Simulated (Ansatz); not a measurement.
The parent structure is InN in the wurtzite structure (space group P6_3mc, No. 186; a = 3.581 Å, c = 5.788 Å).

Modification: cell and atoms relaxed at a pressure of 15 GPa.

Levels (all Ansatz, a first-principles code, PAW, earlier PAW set): PBE (420 eV, no spin-orbit coupling); r2SCAN (500 eV, no spin-orbit coupling).

The geometry is relaxed with PBE.

| Property | Result |
|---|---|
| PBE band gap | zero |
| PBE pressure | 15.0 GPa |

Q: How does going to r2SCAN change the band gap, pressure and electron mass?

A: The band gap goes from zero to 0.26 eV; the pressure falls by 3.8 GPa to 11.2 GPa; the electron mass amounts to 0.036 mₑ along c, 0.034 mₑ across (at Γ).

Single points use the geometry relaxed with PBE. Their cutoffs differ, which shifts pressures a little. Load acts through the strain it causes; cell and atoms are relaxed under it. Effective masses come from finite differences of ±0.01 Å⁻¹. No phonon test of stability was made. Tetrahedral semiconductors of this kind turn to denser phases somewhere between about 1 and 50 GPa; those were not computed, so compressed cells here can lie past the real transition. The final runs are not spin-polarised. Gaps under 0.05 eV, about the width of the smearing, are given as zero. The zero or small gap of InN can change with the level of theory.
